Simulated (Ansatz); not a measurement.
## Be3N2 (P-3m1): following an unstable mode

Which phase does Be3N2 (P-3m1) fall into along its unstable mode, and how much energy does it gain?

Program: Ansatz 0.2.0. Level of theory: DFT PBEsol, scalar-relativistic, plane waves, PAW. Results are calculated unless marked as measured.

### Step 1. Starting point

The structure is trigonal, space group P-3m1 (No. 164). The conventional cell has a = 2.805 Å, b = 2.805 Å, c = 4.633 Å, α = 90.00°, β = 90.00°, γ = 120.00°. Nearest to Be lie 6 N at 2.00 Å. Nearest to Be lie 4 N at 1.68 to 1.84 Å. Nearest to N lie 7 Be at 1.68 to 2.00 Å. Farther neighbours and most contacts between anions are not listed.

### Step 2. The dispersion

The cell comes from relaxations at this level that are not shown. Stability and thermal properties need the whole zone. Linear response on a 4×4×4 q mesh gives force constants as far as a supercell of that size would, and the tensors from the zone-centre run are typed in so that the long-range dipole term is interpolated apart.

Contents of input.yaml:

```yaml
crystal:
  lattice:
    - [2.8050806161, 0.0, 0.0]
    - [-1.4025403081, 2.4292710732, 0.0]
    - [0.0, 0.0, 4.6328422625]
  atoms:
    - { symbol: Be, position: [0.0, 0.0, 0.0] }
    - { symbol: Be, position: [0.6666666667, 0.3333333333, 0.6490792928] }
    - { symbol: Be, position: [0.3333333333, 0.6666666667, 0.3509207072] }
    - { symbol: "N", position: [0.3333333333, 0.6666666667, 0.7476525402] }
    - { symbol: "N", position: [0.6666666667, 0.3333333333, 0.2523474598] }
kpoints:
  mp_grid: { grid: [12, 12, 8] }
hamiltonian:
  xc: pbesol
scf:
  occupations: { method: fixed }
output:
  eigenvalues: true
phonons:
  method: dfpt
  qmesh: [4, 4, 4]
  temperatures: { t_max: 1000, t_step: 50 }
  qpath:
    path:
      - [[0.0, 0.0, 0.0], [0.5, 0.0, 0.0], [0.33333333, 0.33333333, 0.0], [0.0, 0.0, 0.0], [0.0, 0.0, 0.5], [0.5, 0.0, 0.5], [0.33333333, 0.33333333, 0.5], [0.0, 0.0, 0.5]]
      - [[0.5, 0.0, 0.5], [0.5, 0.0, 0.0]]
      - [[0.33333333, 0.33333333, 0.5], [0.33333333, 0.33333333, 0.0]]
    npoints: 10
  non_analytic_term:
    high_frequency_dielectric_tensor: [[5.0152, 0.0, 0.0], [0.0, 5.0152, 0.0], [0.0, 0.0, 5.6089]]
    born_effective_charges:
      - { species: Be, tensor: [[2.2979, 0.0, 0.0], [0.0, 2.2979, 0.0], [0.0, 0.0, 2.5048]] }
      - { species: Be, tensor: [[1.5949, 0.0, 0.0], [0.0, 1.5949, 0.0], [0.0, 0.0, 1.6507]] }
      - { species: Be, tensor: [[1.5949, 0.0, 0.0], [0.0, 1.5949, 0.0], [0.0, 0.0, 1.6507]] }
      - { species: "N", tensor: [[-2.7439, 0.0, 0.0], [0.0, -2.7439, 0.0], [0.0, 0.0, -2.9031]] }
      - { species: "N", tensor: [[-2.7439, 0.0, 0.0], [0.0, -2.7439, 0.0], [0.0, 0.0, -2.9031]] }
    source: "zone-centre run at this cell"
```

Started as:

```
ansatz run input.yaml --threads 4 --pin off --max-ram 7168MiB --backend cpu --events-out ev --progress --plain --runs-dir out
```

Numbers of over 12 decimals in the logs are rounded to 6 here.

Log:

```text
Warning: phonons: the dynamical matrix that this run interpolates holds no multipole term above the dipole-dipole one, and a site of this crystal is no centre of inversion, so its interpolated transverse optical and acoustic branches and sound speeds can stay off near Gamma, and the density of states and the thermodynamics with them. What a run solves at a wave vector of phonons.qpoints, Gamma apart, where the deck admits one, is free of this, and under fd what a larger phonons.supercell samples
Engine: ansatz 0.2.0, aarch64-unknown-linux-gnu
Pseudopotentials: kind: paw
Pseudopotential: Be, paw, valence charge 2, recommended cutoff 420 eV (normal), Be.paw.azcp
Pseudopotential: N, paw, valence charge 5, recommended cutoff 420 eV (normal), N.paw.azcp
Functional definition: PBEsol
  exchange = pbesol_x
  correlation = pbesol_c
Crystal: 5 atoms, lattice volume = 31.570 Å³
Basis set: ecut = 420 eV, 627 PW (Γ), exchange–correlation on 40×40×64 points (8 copies of the dense FFT grid, shifted against one another)
Bands: 13, of which v1, the nominal top of the filled ones, is band 8 counted from 1 (7 counted from 0)
Symmetry: 12 space group operations
k-points: 131 of 1152
Non-local potential: Be, projectors of the file, l = 0: 2, l = 1: 2, l = 2: 1
Non-local potential: N, projectors of the file, l = 0: 2, l = 1: 2, l = 2: 1
PAW form: soft (Blöchl's): semilocal exchange-correlation on the pseudo side does not see the compensation charge
PAW frozen core: Be, regenerated for the run's functional, and the local potential with it (the file was generated under x = pbe(κ = 0.804, μ = 0.219515), c = pbe(β = 0.066725))
PAW frozen core: N, regenerated for the run's functional, and the local potential with it (the file was generated under x = pbe(κ = 0.804, μ = 0.219515), c = pbe(β = 0.066725))
PAW one-centre angular grid: Be, 110 points (default); XC on 64 Gauss nodes
PAW one-centre angular grid: N, 110 points (default); XC on 64 Gauss nodes
Initial density: superposition of atomic densities (neutral atoms: chi_scale 0, normalization atom), corrected by the library's trained network
Initial wavefunctions: pseudopotential atomic-orbital guess
Functional: x = pbesol(κ = 0.804, μ = 0.123457), c = pbesol(β = 0.046)
SCF iter   1: F=—  HF=-1032.815977 eV  |F-HF|=—  |Δ(HF+E_count)|=         —  Δρ=1.02e-2  dr2=3.33e-2  ethr=1.77e-3  ⟨swp⟩=5.0  Hψ=9218  notcnv=0  defer=363
preconditioner: auto → none  [insulator: Δε(μ)=4.122 eV  Ē_g=14.998 eV  n_scr=2 (ndim 8)  ℏωp=26.4 eV  f_vac=0.000  ε∞_Penn≈4.1]
SCF iter   2: F=—  HF=-1032.807008 eV  |F-HF|=—  |Δ(HF+E_count)|=   8.97e-3  Δρ=3.46e-3  dr2=3.08e-3  ethr=2.08e-4  ⟨swp⟩=2.7  Hψ=3916  notcnv=0  defer=385
SCF iter   3: F=—  HF=-1032.805990 eV  |F-HF|=—  |Δ(HF+E_count)|=   1.02e-3  Δρ=9.35e-4  dr2=1.55e-4  ethr=1.93e-5  ⟨swp⟩=2.0  Hψ=2630  notcnv=0  defer=387
SCF iter   4: F=—  HF=-1032.805936 eV  |F-HF|=—  |Δ(HF+E_count)|=   5.38e-5  Δρ=1.95e-4  dr2=2.86e-5  ethr=9.66e-7  ⟨swp⟩=2.3  Hψ=2630  notcnv=0  defer=214
SCF iter   5: F=—  HF=-1032.805927 eV  |F-HF|=—  |Δ(HF+E_count)|=   9.20e-6  Δρ=3.60e-5  dr2=1.54e-7  ethr=1.78e-7  ⟨swp⟩=2.1  Hψ=2243  notcnv=0  defer=131
SCF iter   6: F=—  HF=-1032.805926 eV  |F-HF|=—  |Δ(HF+E_count)|=   6.08e-7  Δρ=6.17e-6  dr2=8.20e-9  ethr=9.62e-10  ⟨swp⟩=2.5  Hψ=2700  notcnv=0  defer=132
SCF iter   7: F=—  HF=-1032.805926 eV  |F-HF|=—  |Δ(HF+E_count)|=   1.14e-9  Δρ=5.56e-7  dr2=2.72e-11  ethr=5.12e-11  ⟨swp⟩=2.8  Hψ=2731  notcnv=0  defer=132
SCF iter   8: F=-1032.805926 eV  HF=-1032.805926 eV  |F-HF|=4.55e-13  |Δ(HF+E_count)|=  1.75e-11  Δρ=3.38e-8  dr2=1.80e-13  ethr=1.00e-12  ⟨swp⟩=9.4  Hψ=8500  notcnv=0
SCF 1 converged in 8 iterations: F = -1032.805926 eV  dr2 = 1.80e-13
  greatest PAW one-centre occupation: 0.779 electrons in one spin orbital (limit 2), on the N atom at site 4 (counted from 0), in its partial waves of l = 0
NSCF: frozen V_eff on 131 k-points
NSCF: frozen V_eff on 320 k-points
DFPT response loops at q = (0, 0, 0) (fractional): preconditioner auto → none (the input reference at scf.mixing.eps_inf says where Resta's filter doesn't serve); β = 0.50; Broyden in place of MSR1
NSCF: frozen V_eff on 1248 k-points
DFPT response loops at q = (0, 0, 0.25) (fractional): preconditioner auto → Resta (q_TF=auto, 2.436 Å⁻¹)  ε∞=3.8 (no band partly filled); β = 1.00, the filter's whole step (`scf.mixing.beta` (0.50) is not read by the response loops at its default; to damp them type it under 1.00, their step now; it binds the ground state too); Broyden in place of MSR1
NSCF: frozen V_eff on 640 k-points
DFPT response loops at q = (0, 0, -0.5) (fractional): mixed as the last ones told, above
NSCF: frozen V_eff on 1248 k-points
DFPT response loops at q = (0, 0.25, 0) (fractional): preconditioner auto → none (the input reference at scf.mixing.eps_inf says where Resta's filter doesn't serve); β = 0.50; Broyden in place of MSR1
NSCF: frozen V_eff on 1248 k-points
DFPT response loops at q = (0, 0.25, 0.25) (fractional): mixed as the last ones told, above
NSCF: frozen V_eff on 1248 k-points
DFPT response loops at q = (0, 0.25, -0.5) (fractional): preconditioner auto → Resta (q_TF=auto, 2.436 Å⁻¹)  ε∞=3.8 (no band partly filled); β = 1.00, the filter's whole step (`scf.mixing.beta` (0.50) is not read by the response loops at its default; to damp them type it under 1.00, their step now; it binds the ground state too); Broyden in place of MSR1
NSCF: frozen V_eff on 1248 k-points
DFPT response loops at q = (0, 0.25, -0.25) (fractional): preconditioner auto → none (the input reference at scf.mixing.eps_inf says where Resta's filter doesn't serve); β = 0.50; Broyden in place of MSR1
NSCF: frozen V_eff on 640 k-points
DFPT response loops at q = (0, -0.5, 0) (fractional): mixed as the last ones told, above
NSCF: frozen V_eff on 1248 k-points
DFPT response loops at q = (0, -0.5, 0.25) (fractional): mixed as the last ones told, above
NSCF: frozen V_eff on 640 k-points
DFPT response loops at q = (0, -0.5, -0.5) (fractional): mixed as the last ones told, above
NSCF: frozen V_eff on 2304 k-points
DFPT response loops at q = (0.25, 0.25, 0) (fractional): mixed as the last ones told, above
NSCF: frozen V_eff on 2304 k-points
DFPT response loops at q = (0.25, 0.25, 0.25) (fractional): mixed as the last ones told, above
NSCF: frozen V_eff on 2304 k-points
DFPT response loops at q = (0.25, 0.25, -0.5) (fractional): mixed as the last ones told, above
SCF converged after 8 iterations
Free energy (F): -1032.805926 eV
Harris-Foulkes:  -1032.805926 eV  (|F-HF|=4.55e-13)
Internal energy: -1032.805926 eV  (E = F + TS)
E sigma→0 (E₀):  -1032.805926 eV
Fermi energy:    9.356234 eV
--- Per-component energies (eV) ---
  E_band       = 43.338182
  E_kinetic    = 333.134711
  E_local      = -366.593396  (includes V_loc(G=0)·N_el)
  E_nonlocal   = 104.208435
  E_hartree    = 117.363098
  E_xc         = -181.400152
  E_vxc        = -219.101340  (∫ρ·V_xc dr)
  E_paw        = -417.191894  (= ΣΔE_a)
  E_vpaw       = -43.036618  (= ΣTr[D̂ρ^β])
  E_aug_tail   = 0.000188  (compensation charges beyond the density's cutoff)
  E_ewald      = -622.411707
  E_core_change = 0.084792  (= ΣΔE_core)
  E_smearing   = -0.000000  (= −TS)
  E_closure    = -0.000000  (closes the sum)
  Σ components = -1032.805926   (vs F -1032.805926, Δ=0.00e0)
--- Band table (eV; the first three rows and the last of 131) ---
  k-point 0: bands = [... 4 lower, 7.8405, 8.9861, 8.9861, 9.3146, 15.8580, 16.5296, 17.6917, 17.6917, ... 1 higher]
  k-point 1: bands = [... 4 lower, 7.8687, 8.8727, 8.9619, 8.9619, 16.0529, 16.5640, 17.6191, 17.6191, ... 1 higher]
  k-point 2: bands = [... 4 lower, 7.9437, 7.9437, 8.8957, 8.8957, 16.1336, 17.0379, 17.4628, 17.4628, ... 1 higher]
  k-point 130: bands = [... 4 lower, 3.0593, 3.4788, 7.8513, 7.8513, 15.9034, 15.9034, 16.8587, 18.7373, ... 1 higher]
--- Phonons (Γ-DFPT): 6 representative perturbations + reference (Σ response iterations 17) ---
  ASR residual: 3.354e-4 → 0.000e0 eV/Å²; symmetrization residual: 7.961e-7 eV/Å²
  ASR residual per site (eV/Å²): 1.45e-5 3.35e-4 3.35e-4 3.25e-5 3.25e-5
  Γ frequencies (cm⁻¹): -90.30 -90.30 0.00 0.00 0.00 267.02 413.93 413.93 586.37 773.65 799.82 809.06 809.06 817.56 817.56
--- Phonons (arbitrary-q DFPT): 13 irreducible q on the 4×4×4 mesh ---
  q = [0.0000, 0.0000, 0.0000] (star 1, of the zone-centre solve; hermiticity 1.00e-7, symmetrization 1.94e-11): -90.30 -90.30 -0.00 -0.00 0.00 267.02 413.93 413.93 586.37 773.65 799.82 809.06 809.06 817.56 817.56
  q = [0.0000, 0.0000, 0.2500] (star 2, 6 solved perturbations in 2616 linear systems a pass and spin channel, the states on 624 of 1152 k-point pairs; hermiticity 4.75e-8, symmetrization 2.43e-10): -76.68 -76.68 103.59 103.59 216.15 406.57 406.57 537.88 751.25 808.09 808.09 817.56 817.56 818.46 887.36
  q = [0.0000, 0.0000, -0.5000] (star 1, 6 solved perturbations in 1353 linear systems a pass and spin channel, the states on 320 of 1152 k-point pairs; hermiticity 7.04e-5, symmetrization 1.42e-5): -68.64 -68.64 153.66 153.66 397.73 397.73 404.52 404.66 747.01 807.17 807.17 817.51 817.51 837.14 882.93
  q = [0.0000, 0.2500, 0.0000] (star 6, 9 solved perturbations on 624 of 1152 k-point pairs; hermiticity 2.43e-8, symmetrization 2.49e-11): -72.22 114.42 238.26 304.05 369.71 452.35 505.33 552.11 578.50 659.77 742.62 782.74 817.48 914.48 1051.90
  q = [0.0000, 0.2500, 0.2500] (star 6, 9 solved perturbations on 624 of 1152 k-point pairs; hermiticity 2.63e-8, symmetrization 2.24e-11): -156.35 -62.08 259.10 303.10 409.01 491.71 498.42 548.47 623.97 639.52 726.59 782.75 816.18 914.79 1059.43
  q = [0.0000, 0.2500, -0.5000] (star 6, 9 solved perturbations on 624 of 1152 k-point pairs; hermiticity 2.69e-8, symmetrization 2.23e-11): -206.79 -43.01 300.04 366.93 386.36 445.69 479.21 567.57 610.66 677.60 703.17 784.69 813.31 954.45 1020.86
  q = [0.0000, 0.2500, -0.2500] (star 6, 9 solved perturbations on 624 of 1152 k-point pairs; hermiticity 2.69e-8, symmetrization 2.26e-11): -182.94 182.66 273.24 323.65 330.08 460.26 491.24 542.80 590.29 677.39 724.71 784.62 814.69 962.28 1006.58
  q = [0.0000, -0.5000, 0.0000] (star 3, 9 solved perturbations on 320 of 1152 k-point pairs; hermiticity 4.53e-6, symmetrization 4.68e-6): 79.30 142.65 308.06 318.26 441.28 492.83 508.04 568.60 699.17 742.78 763.30 766.96 817.55 929.60 943.57
  q = [0.0000, -0.5000, 0.2500] (star 6, 9 solved perturbations on 624 of 1152 k-point pairs; hermiticity 2.07e-8, symmetrization 1.17e-9): -161.78 95.98 291.72 381.83 441.92 483.39 528.29 556.75 655.78 746.88 767.13 785.56 813.62 894.34 1003.19
  q = [0.0000, -0.5000, -0.5000] (star 3, 9 solved perturbations on 320 of 1152 k-point pairs; hermiticity 1.45e-5, symmetrization 1.04e-5): -213.87 -39.54 270.88 436.32 446.34 456.18 538.53 572.44 604.53 759.45 771.70 788.37 808.94 884.55 1035.85
  q = [0.2500, 0.2500, 0.0000] (star 6, 6 solved perturbations in 5220 linear systems a pass and spin channel, the states on 1152 of 1152 k-point pairs; hermiticity 7.00e-7, symmetrization 2.16e-11): -144.76 63.15 249.76 436.89 492.63 522.31 541.05 611.70 663.17 687.97 736.54 777.98 845.83 870.34 957.75
  q = [0.2500, 0.2500, 0.2500] (star 12, 9 solved perturbations on 1152 of 1152 k-point pairs: no pair is spared here; hermiticity 2.39e-8, symmetrization 2.03e-15): -89.73 146.87 207.59 411.61 470.52 507.29 529.30 636.56 659.11 677.90 738.60 785.91 838.89 905.99 961.47
  q = [0.2500, 0.2500, -0.5000] (star 6, 6 solved perturbations in 5220 linear systems a pass and spin channel, the states on 1152 of 1152 k-point pairs; hermiticity 1.32e-5, symmetrization 2.97e-6): 70.18 140.88 220.73 408.60 416.93 480.59 571.98 583.53 673.23 696.25 735.25 794.58 833.32 949.14 950.98
  sum rule: each row above includes the acoustic sum rule's correction from the zone centre's row sums; it moved no ω² by more than (3.18 cm⁻¹)²
  mesh force constants: q→R imaginary residual 1.55e-18; ASR residual 3.354e-4 → 0.000e0 eV/Å²; symmetrization residual 2.132e-14 eV/Å²
  interpolated dispersion: 94 rows × 15 modes
  density of states and harmonic sums: on the 28×28×16 q-mesh, interpolated from the force constants of a 4×4×4 supercell (with the dipole–dipole term of supplied tensors)
  largest difference from the sums on the solved wave vectors: F 2.19e-2 eV, S 3.20e-5 and C_V 9.76e-6 eV/K
  zero-point energy: 0.513269 eV/cell   skipped modes (ω ≤ 0): 1316, of them read as no rigid motion or as one in doubt: 1313 (1.088e0 modes/cell left out, lowest -213.87 cm⁻¹)   left out of the sums: 7.25e-2 of the cell's modes: C_V's classical limit lies that fraction below 3 k_B per atom; for a crystal, a wire or a layer, F and S can be off by more, and a phonons.interpolated_qmesh denser along its periods is the remedy for the sampling
```

Elapsed: 7.4 min, on 4 threads of Arm Neoverse V1, shared host; peak memory 1.4 GiB; 29 min of CPU time.

This step gave:

| Item | Value |
| --- | --- |
| gap on the k-mesh | 4.224 eV |
| volume per atom | 6.314 Å³ |
| sum-rule residual before enforcement | 3.35e-4 eV/Å² |
| lowest frequency on the path | -213.9 cm⁻¹ |
| point group | -3m |
| highest frequency on the path or at a solved wavevector | 1090 cm⁻¹ |
| highest optical mode at the zone centre (no LO-TO term) | 817.6 cm⁻¹ |
| lowest optical zone-centre mode | -90.3 cm⁻¹ |
| lowest mode on the q mesh (acoustic modes at Γ apart) | -213.9 cm⁻¹ |

Frequencies (cm⁻¹) solved at each irreducible wavevector; negative means imaginary. Frequencies by wavevector, by row:

| q in reciprocal lattice units | star | mode 1 | mode 2 | mode 3 | mode 4 | mode 13 | mode 14 | mode 15 |
| --- | --- | --- | --- | --- | --- | --- | --- | --- |
| 0 0 0 | 1 | -90.3 | -90.3 | 0 | 0 | 809.1 | 817.6 | 817.6 |
| 0 0 0.25 | 2 | -76.7 | -76.7 | 103.6 | 103.6 | 817.6 | 818.5 | 887.4 |
| 0 0 -0.5 | 1 | -68.6 | -68.6 | 153.7 | 153.7 | 817.5 | 837.1 | 882.9 |
| 0 0.25 0 | 6 | -72.2 | 114.4 | 238.3 | 304.1 | 817.5 | 914.5 | 1052 |
| 0 0.25 0.25 | 6 | -156.3 | -62.1 | 259.1 | 303.1 | 816.2 | 914.8 | 1059 |
| 0 0.25 -0.5 | 6 | -206.8 | -43 | 300 | 366.9 | 813.3 | 954.5 | 1021 |
| 0 0.25 -0.25 | 6 | -182.9 | 182.7 | 273.2 | 323.6 | 814.7 | 962.3 | 1007 |
| 0 -0.5 0 | 3 | 79.3 | 142.7 | 308.1 | 318.3 | 817.5 | 929.6 | 943.6 |
| 0 -0.5 0.25 | 6 | -161.8 | 96 | 291.7 | 381.8 | 813.6 | 894.3 | 1003 |
| 0 -0.5 -0.5 | 3 | -213.9 | -39.5 | 270.9 | 436.3 | 808.9 | 884.5 | 1036 |
| 0.25 0.25 0 | 6 | -144.8 | 63.1 | 249.8 | 436.9 | 845.8 | 870.3 | 957.8 |
| 0.25 0.25 0.25 | 12 | -89.7 | 146.9 | 207.6 | 411.6 | 838.9 | 906 | 961.5 |
| 0.25 0.25 -0.5 | 6 | 70.2 | 140.9 | 220.7 | 408.6 | 833.3 | 949.1 | 951 |

Interpolated from a 4×4×4 q mesh, with the LO-TO term (at Γ the limit along the path; where Γ stands inside the path, tables give the limit on arrival). The phonon branches at the labelled points (cm⁻¹):

| point | branch 1 | branch 2 | branch 3 | branch 4 | branch 12 | branch 13 | branch 14 | branch 15 |
| --- | --- | --- | --- | --- | --- | --- | --- | --- |
| Γ | -90 | 0 | 0 | 0 | 809 | 818 | 818 | 1090 |
| halfway | -72 | 114 | 238 | 304 | 783 | 818 | 914 | 1052 |
| M | 79 | 143 | 308 | 318 | 767 | 818 | 930 | 944 |
| halfway | -79 | -24 | 246 | 451 | 776 | 843 | 904 | 920 |
| K | -119 | 128 | 128 | 467 | 780 | 858 | 883 | 883 |
| halfway | -173 | 141 | 313 | 346 | 789 | 825 | 906 | 1031 |
| Γ | -90 | 0 | 0 | 0 | 809 | 818 | 818 | 1090 |
| halfway | -77 | -77 | 104 | 104 | 818 | 818 | 818 | 887 |
| A | -69 | -69 | 154 | 154 | 818 | 818 | 837 | 883 |
| halfway | -207 | -43 | 300 | 367 | 785 | 813 | 954 | 1021 |
| L | -214 | -40 | 271 | 436 | 788 | 809 | 885 | 1036 |
| halfway | -82 | 106 | 250 | 413 | 801 | 828 | 891 | 989 |
| H | 175 | 175 | 209 | 417 | 810 | 847 | 914 | 914 |
| halfway | -125 | -95 | 268 | 386 | 787 | 817 | 982 | 989 |
| A | -69 | -69 | 154 | 154 | 818 | 818 | 837 | 883 |
| jump to L | -214 | -40 | 271 | 436 | 788 | 809 | 885 | 1036 |
| halfway | -162 | 96 | 292 | 382 | 786 | 814 | 894 | 1003 |
| M | 79 | 143 | 308 | 318 | 767 | 818 | 930 | 944 |
| jump to H | 175 | 175 | 209 | 417 | 810 | 847 | 914 | 914 |
| halfway | 116 | 154 | 154 | 444 | 795 | 854 | 898 | 898 |
| K | -119 | 128 | 128 | 467 | 780 | 858 | 883 | 883 |

Symmetry leaves 13 wavevectors to solve. The lowest mode among them, the acoustic zeros apart, lies at q = (0, -0.5, -0.5) and is imaginary, 213.9i cm⁻¹, so the energy falls along it.

### Step 3. The mode frozen in, largest atomic shift 0 Å

The mode followed lies at q = (0, -0.5, -0.5) with frequency 213.9i cm⁻¹, the softest among the wavevectors solved. At small amplitude the distorted cell has space group no. 15 by a symmetry search on the positions. The undistorted cell that holds it gives the zero of energy on the same k mesh.

System of this step: Be3N2. It takes space group P-3m1 (No. 164, trigonal). Conventional cell: a = 2.805 Å, b = 2.805 Å, c = 4.633 Å, α = 90.00°, β = 90.00°, γ = 120.00°. Nearest to Be lie 6 N at 2.00 Å. Nearest to Be lie 4 N at 1.68 to 1.84 Å. Nearest to N lie 7 Be at 1.68 to 2.00 Å. Farther neighbours and most contacts between anions are not listed.

Contents of input.yaml:

```yaml
crystal:
  lattice:
    - [2.8050806161, 0.0, 0.0]
    - [-1.0e-10, 4.8585421464, 0.0]
    - [1.402540308, 2.4292710732, 4.6328422625]
  atoms:
    - { symbol: Be, position: [0.0, 0.0, 0.0] }
    - { symbol: Be, position: [0.5, 0.5, 0.0] }
    - { symbol: Be, position: [0.1754603536, 0.8421270203, 0.6490792928] }
    - { symbol: Be, position: [0.6754603536, 0.3421270203, 0.6490792928] }
    - { symbol: Be, position: [0.8245396464, 0.1578729797, 0.3509207072] }
    - { symbol: Be, position: [0.3245396464, 0.6578729797, 0.3509207072] }
    - { symbol: "N", position: [0.6261737299, 0.9595070632, 0.7476525402] }
    - { symbol: "N", position: [0.1261737299, 0.4595070632, 0.7476525402] }
    - { symbol: "N", position: [0.3738262701, 0.0404929368, 0.2523474598] }
    - { symbol: "N", position: [0.8738262701, 0.5404929368, 0.2523474598] }
kpoints:
  mp_grid: { grid: [8, 8, 8] }
hamiltonian:
  xc: pbesol
scf:
  occupations: { method: gaussian, width: 0.02 }
output:
  forces: true
  stress: true
  eigenvalues: true
```

Log:

```text
[...]
Crystal: 10 atoms, lattice volume = 63.139 Å³
Basis set: ecut = 420 eV, 1255 PW (Γ), exchange–correlation on 40×72×80 points (8 copies of the dense FFT grid, shifted against one another)
Bands: 26, of which v1, the nominal top of the filled ones, is band 16 counted from 1 (15 counted from 0)
Symmetry: 8 space group operations
[...]
k-points: 150 of 512
[...]
k-point 0: bands = [... 12 lower, 7.8405, 8.9862, 8.9862, 9.3146, 13.5802, 15.8580, 16.4216, 16.5296, ... 5 higher]
  k-point 1: bands = [... 12 lower, 7.8688, 8.8728, 8.9620, 8.9620, 13.6501, 16.0529, 16.5640, 16.8256, ... 5 higher]
  k-point 2: bands = [... 12 lower, 7.9437, 7.9437, 8.8957, 8.8957, 14.0560, 16.1336, 16.8768, 17.0379, ... 5 higher]
  k-point 149: bands = [... 12 lower, 7.2451, 7.2451, 7.3070, 7.3070, 14.0560, 14.0560, 16.8768, 16.8768, ... 5 higher]
[key lines of the parts left out:]
SCF converged after 6 iterations
Free energy (F): -2065.611776 eV
Fermi energy:    11.453009 eV
P = ⅓ Tr σ = -0.0037 GPa (-0.037 kbar)
```

The job ended after 3.5 s (4 threads; peak memory 0.47 GiB; 13 s of CPU time).

This step gave:

```
pressure                         : -0.003714 GPa
gap on the k-mesh                : 4.254 eV
energy from the undistorted cell : 0 meV/atom
```

At this level the gap is 4.25 eV on the k-mesh of the self-consistent run, which can miss the band edges.

(Part 1 of 3 ends here.)

[Logs are printed without paths, hosts, clocks, repeated set-up lines and the standing remarks that a program may print on its own settings, such as how far it seeks lower states.]

[Hosts, paths, dates, database ids (printed as entryN), source tags and the programs' standing remarks are cut or masked in the printed files.]
